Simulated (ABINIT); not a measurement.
Crystal: MoS2.

```
CELL_PARAMETERS angstrom
3.16900 0.00000 0.00000
-1.58450 2.74443 0.00000
0.00000 0.00000 12.32400
ATOMIC_POSITIONS crystal
Mo 0.66667 0.33333 0.75000
Mo 0.33333 0.66667 0.25000
S 0.66667 0.33333 0.37700
S 0.33333 0.66667 0.87700
S 0.66667 0.33333 0.12300
S 0.33333 0.66667 0.62300
```

Base run:

| Item | Value |
| --- | --- |
| Program | ABINIT 10.8.3 (patched build) |
| Functional | r2SCAN |
| Potentials or basis | JTH PAW PBE v2.0 |
| Cutoff | 653 eV |
| k mesh | 8 × 8 × 3 |
| Occupations | fermi-dirac, width 0.05 eV |
| Spin | no spin polarisation |

Its results: band gap on the k mesh 1.08 eV, indirect (least direct gap 2.05 eV).

Question: The run is repeated on the same cell with these changes: functional from r2SCAN to TB-mBJ; potentials or basis from JTH PAW PBE v2.0 to JTH PAW LDA v2.0. What comes out?

Answer: Band gap on the k mesh 1.22 eV, indirect (least direct gap 1.95 eV).

Caveats: the mesh misses the band edges, which the band path finds closer together; the constant c of TB-mBJ comes from the pseudo density here, which moves gaps by up to 0.3 eV between sets of potentials (some runs).

Not every run made on this cell is shown here.
